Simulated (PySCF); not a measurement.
The system is GaAs.

```
CELL_PARAMETERS angstrom
0.00000 2.82685 2.82685
2.82685 0.00000 2.82685
2.82685 2.82685 0.00000
ATOMIC_POSITIONS crystal
As 0.75000 0.75000 0.75000
Ga 0.00000 0.00000 0.00000
```

Base run:

| Quantity | Value |
| --- | --- |
| Program | PySCF 2.14.0 |
| Functional | PBEsol |
| Potentials or basis | DZVP-MOLOPT-SR/GTH-PBE (potentials made for PBE) |
| k mesh | 8 × 8 × 8 |
| Occupations | fermi-dirac, width 0.05 eV |
| Spin | no spin polarisation |

Its results: band gap on the k mesh 0.39 eV, direct.

Question: The run is repeated on the same cell with these changes: functional from PBEsol to PBE. What comes out?

Answer: Band gap on the k mesh 0.50 eV, direct.

Caveats: the basis of atomic orbitals isn't converged, which shifts pressures, moduli and gaps.

A k mesh can miss the band edges.

Not every run made on this cell is shown here.
